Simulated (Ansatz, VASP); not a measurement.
## Two plane-wave programs on Ni

INCAR

```
PREC = Accurate
ENCUT = 520
EDIFF = 1E-7
ISMEAR = -1
SIGMA = 0.05
LREAL = False
LASPH = True
NELM = 150
ALGO = Normal
ISIF = 2
LWAVE = False
LCHARG = False
ISPIN = 2
MAGMOM = 1
LORBIT = 11
LMAXMIX = 4
GGA = PE
NBANDS = 15
```

File KPOINTS:

```
regular mesh
0
Gamma
  11 11 11
```

The input POSCAR:

```
Ni
1.0
    0.0000000000      1.7375729330      1.7549486623
    1.7375729330      0.0000000000      1.7549486623
    1.7375729330      1.7375729330      0.0000000000
Ni
1
Direct
    0.0000000000      0.0000000000      0.0000000000
```

The input input.yaml:

```yaml
crystal:
  lattice:
    - [0.0, 1.737572933, 1.7549486623]
    - [1.737572933, 0.0, 1.7549486623]
    - [1.737572933, 1.737572933, 0.0]
  atoms:
    - { symbol: Ni, position: [0.0, 0.0, 0.0], spin: 1.0 }
hamiltonian:
  xc: pbe
  pseudopotentials: { kind: paw }
magnetization:
  spin_polarized: true
kpoints:
  mp_grid: { grid: [11, 11, 11] }
  band_path:
    path:
      - [[0.0, 0.0, 0.0], [0.0, 0.5, 0.5], [-0.2450740124, 0.5, 0.2549259876], [-0.3725370062, 0.3725370062, 0.0], [0.0, 0.0, 0.0], [0.5, 0.5, 0.0], [0.3725370062, 0.6274629938, 0.0], [0.0, 0.5, 0.0], [0.25, 0.75, 0.5], [0.5, 0.7549259876, 0.2549259876], [0.5, 0.5, 0.0]]
      - [[0.0, 0.5, 0.5], [0.25, 0.75, 0.5]]
    npoints: 14
scf:
  occupations: { method: fermi_dirac, width: 0.05 }
  n_extra_bands: 6
output:
  forces: true
  stress: true
  eigenvalues: true
  fatbands: true
```

Alike in both runs: functional PBE; k mesh 11 × 11 × 11; occupations fermi-dirac, width 0.05 eV; collinear spin.

|  | VASP | Ansatz |
| --- | --- | --- |
| version | VASP 6.6.1 | Ansatz 0.2.0 |
| potentials or method | VASP PAW PBE potentials, release 64 (Ni) | Ansatz PAW |
| plane-wave cutoff (eV) | 520 | 420 |
| valence electrons in the cell | 10 | 18 |
| task | single point | band structure |

Ansatz gave:

```
gap on the k mesh at the Fermi level (eV)                     : none
pressure (GPa)                                                : 5.5
largest component of the traceless stress (GPa)               : 0.96
net moment per atom (μB)                                      : 0.58
size of the moment on the site where the two differ most (μB) : 0.62
```

**Question.** What did VASP give for the same quantities?

**Answer.** gap on the k mesh at the Fermi level (eV): none; pressure (GPa): 5.3; largest component of the traceless stress (GPa): 0.93; net moment per atom (μB): 0.57; size of the moment on the site where the two differ most (μB): 0.58.

Site moments also hang on the region over which each program counts them. A gap of «none» marks a metal or a gap that the smearing closes. The two sets of potentials don't hold the same shells in valence.
